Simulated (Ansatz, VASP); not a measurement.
**Two plane-wave programs on Mg**

Contents of INCAR:

```
AGGAC = 1.0
AGGAX = 1.0
ALDAC = 0.0
ALDAX = 1.0
ALGO = Normal
EDIFF = 1E-6
ENCUT = 520
GGA = B5
ISIF = 2
ISMEAR = -1
LASPH = True
LCHARG = False
LREAL = False
LWAVE = False
NBANDS = 9
NELM = 100
PREC = Accurate
SIGMA = 0.1
```

File KPOINTS:

```
k-points
0
Gamma
  18 18 10
```

File POSCAR:

```
Mg
1.0
    3.2585780749      0.0000000000      0.0000000000
   -1.6292890374      2.8220113931      0.0000000000
    0.0000000000      0.0000000000      5.2978616405
Mg
2
Direct
    0.3333333333      0.6666666667      0.2500000000
    0.6666666667      0.3333333333      0.7500000000
```

Input for Ansatz:

```yaml
crystal:
  lattice:
    - [3.25857807, 0.0, 0.0]
    - [-1.629289035, 2.8220113889, 0.0]
    - [0.0, 0.0, 5.2978616288]
  atoms:
    - { symbol: Mg, position: [0.3333333333, 0.6666666667, 0.25] }
    - { symbol: Mg, position: [0.6666666667, 0.3333333333, 0.75] }
hamiltonian:
  xc: blyp
  pseudopotentials:
    kind: paw
    azcp:
      Mg: "pseudopotentials/Mg.paw.azcp"
basis:
  ecutwfc: 420
  fft_grid_basis: typed
kpoints:
  mp_grid: { grid: [18, 18, 10], shift: [0, 0, 0] }
magnetization:
  spin_polarized: false
scf:
  occupations: { method: fermi_dirac, width: 0.1 }
output:
  stress: true
```

Alike in both runs: task single point; functional BLYP; k mesh 18 × 18 × 10; occupations fermi-dirac, width 0.1 eV; no spin polarisation.

```csv
,VASP,Ansatz
version,VASP 6.6.1,Ansatz 0.2.0
potentials or method,"VASP PAW PBE potentials, release 64 (Mg)","plane waves (420 eV) with PAW, scalar-relativistic"
plane-wave cutoff (eV),520,420
valence electrons in the cell,4,20
```

|  | VASP | Ansatz | Ansatz less VASP |
| --- | --- | --- | --- |
| pressure (GPa) | -1.1 | -1.1 | +0.05 |

The two sets of potentials don't hold the same shells in valence.

Caveats: the PAW data sets were made with another functional, which shifts forces and pressure a little (VASP).
